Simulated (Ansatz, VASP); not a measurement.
# CoPtO2: VASP beside Ansatz

```
Co Pt O
1.0
     1.42739    0.82411    5.96108
    -1.42739    0.82411    5.96108
     0.00000   -1.64821    5.96108
Co Pt O
1 1 2
Direct
  0.50000 0.50000 0.50000
  0.00000 0.00000 0.00000
  0.88765 0.88765 0.88765
  0.11235 0.11235 0.11235
```

Alike in both runs: functional PBE; k mesh 18 × 18 × 18; occupations gaussian, width 0.1 eV; no spin polarisation.

Ansatz relaxed the structure, and its values are those at the end. VASP's run is a single point on that final structure, the one shown.

|  | VASP | Ansatz |
| --- | --- | --- |
| version | VASP 6.6.1 | Ansatz 0.2.0 |
| potentials or method | VASP PAW PBE potentials, release 64 (Co, Pt, O) | scalar-relativistic, plane waves, PAW |
| plane-wave cutoff (eV) | 520 | 420 |
| valence electrons in the cell | 31 | 47 |

```tsv
	VASP	Ansatz	Ansatz less VASP
gap on the k mesh at the Fermi level (eV)	none	none	-
pressure (GPa)	0.1	0.0	-0.12
rms of the force components (eV/Å)	0.008	0.000	-0.0076
```

A gap of «none» marks a metal or a gap that the smearing closes. The two sets of potentials don't hold the same shells in valence.

Caveats: an odd number of electrons without spin polarisation forces a metal; a magnetic or distorted state may lie lower; the run has no spin polarisation, though such a crystal can be magnetic; semilocal functionals often make such compounds metallic where correlation or magnetic order opens a gap, which also shifts bond lengths. The runs have no spin-orbit coupling, so splittings on Pt are missing. Spin polarisation is off, so any magnetic state and its effect on volume and gap are missing.
